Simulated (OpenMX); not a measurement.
Runs of OpenMX 3.8.5 on CuAu. Symmetry: P4/mmm, No. 123, tetragonal system. Conventional cell: a = 2.693 Å, b = 2.693 Å, c = 3.531 Å, α = 90.00°, β = 90.00°, γ = 90.00°. Around Au (site symmetry 4/mmm) lie 8 Cu at 2.60 Å and 4 Au at 2.69 Å. Cu (site symmetry 4/mmm) has 8 Au at 2.60 Å and 4 Cu at 2.69 Å as nearest neighbours. 

```tsv
task	cell	gap on the mesh (eV)	pressure (GPa)
single point	P4/mmm, 12.81 Å³/atom	none	38.0
single point	P4/mmm, 15.72 Å³/atom	none	(b)
single point	P4/mmm, 13.39 Å³/atom	none	(a)
single point	P4/mmm, 13.97 Å³/atom	none	14.3
band structure	P4/mmm, 14.56 Å³/atom	-	6.5
```

Alike in all rows: level PBE; potentials or basis OpenMX 2013 PBE set, Au7.0-s3p2d2f1, Cu6.0H-s3p2d2, grid cutoff 500 Ry; no spin polarisation; k mesh 7 × 7 × 5; smearing fermi-dirac 0.05 eV.

Question: Estimate the missing entries.

Answer: (a) 24.9; (b) -4.7.

Caveats: the basis of atomic orbitals isn't converged, which shifts pressures, moduli and gaps; spin-orbit coupling is left out, which moves the levels of the heavy elements (some runs).

A k mesh can miss the band edges, and the runs leave out spin-orbit coupling on Au.

A gap of «none» marks a metal or a gap under the smearing width.
